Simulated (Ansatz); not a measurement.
# NaI: the cost of one run

Program: Ansatz 0.2.0. Level of theory: DFT PBE, plane waves, PAW, scalar-relativistic, no spin polarisation. These are calculated values, not measurements.

### 1 The system as given

The cell holds 8 atoms (I4Na4): a = 6.895 Å, b = 7.043 Å, c = 7.962 Å, α = 73.76°, β = 90.53°, γ = 85.96°.

Coordinates:

```
Na I
1.0
     6.87962   -0.17058   -0.43446
     0.74396    6.89959    1.20119
     0.44673    0.84868    7.90390
Na I
4 4
Direct
  0.24035 0.59241 0.84815
  0.47539 0.66805 0.31598
  0.63373 0.19792 0.18696
  0.11600 0.05548 0.99279
  0.71358 0.99521 0.71844
  0.73613 0.47401 0.74251
  0.21905 0.23503 0.53011
  0.98141 0.80361 0.43198
```

### 2 The run

Contents of input.yaml:

```yaml
crystal:
  lattice:
    - [6.879625, -0.170582, -0.434458]
    - [0.743958, 6.899595, 1.20119]
    - [0.446731, 0.848679, 7.903896]
  atoms:
    - { symbol: Na, position: [0.240354, 0.592409, 0.848154] }
    - { symbol: Na, position: [0.475386, 0.668049, 0.315976] }
    - { symbol: Na, position: [0.633727, 0.197915, 0.186963] }
    - { symbol: Na, position: [0.115999, 0.055484, 0.992785] }
    - { symbol: I, position: [0.713577, 0.995213, 0.71844] }
    - { symbol: I, position: [0.736127, 0.474009, 0.742506] }
    - { symbol: I, position: [0.219055, 0.235031, 0.530105] }
    - { symbol: I, position: [0.981413, 0.803611, 0.431979] }
kpoints:
  mp_grid: { grid: [2, 2, 2] }
magnetization:
  spin_polarized: false
scf:
  occupations: { method: cold, width: 0.15 }
hamiltonian:
  pseudopotentials: { kind: paw }
  xc: pbe
basis:
  ecutwfc: 420
md:
  timestep: 1.0
  n_steps: 40
  ensemble: nvt_nose_hoover
  temperature: 100.0
  initial_velocities: maxwell_boltzmann
  seed: 954854
```

Command:

```
> ansatz run input.yaml --threads 2 --pin off --max-ram 2560MiB --backend cpu --events-out ev --progress --plain --runs-dir out
```

**Question.** How long does this run take on 2 threads of Arm Neoverse N1, shared host, and how much memory does it need?

About 3.6 min, with a peak of 0.76 GiB.
